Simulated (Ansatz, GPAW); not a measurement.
One calculation of Ti, 3 ways

```
CELL_PARAMETERS angstrom
2.95000 0.00000 0.00000
-1.47500 2.55477 0.00000
0.00000 0.00000 4.68000
ATOMIC_POSITIONS crystal
Ti 0.66667 0.33333 0.75000
Ti 0.33333 0.66667 0.25000
```

Alike in all runs: task single point; functional PBE; k mesh 10 × 10 × 6; occupations gaussian, width 0.017 eV; no spin polarisation; no spin-orbit coupling. Pressure is positive in compression and, in plane waves, holds the error of the finite cutoff, which Ansatz's Pulay term estimates and takes out.

```json
{"program and potentials": "Ansatz, Ansatz PAW", "plane-wave cutoff (eV)": "420", "notes": "-", "pressure (GPa)": "-1.43"}
{"program and potentials": "Ansatz, all-electron LAPW, scalar-relativistic", "plane-wave cutoff (eV)": "-", "notes": "-", "pressure (GPa)": "-1.44"}
{"program and potentials": "GPAW, GPAW PAW data sets (gpaw-data 1.2.1)", "plane-wave cutoff (eV)": "600", "notes": "-", "pressure (GPa)": "-1.98"}
```

The pressure spans -1.98 (GPAW, GPAW PAW data sets (gpaw-data 1.2.1)) to -1.43 GPa (Ansatz, Ansatz PAW), with all-electron results at -1.44.

The functional is the same throughout but for its coding, so the spread measures potentials, basis and numerics; runs on potential files found faulty are left out.
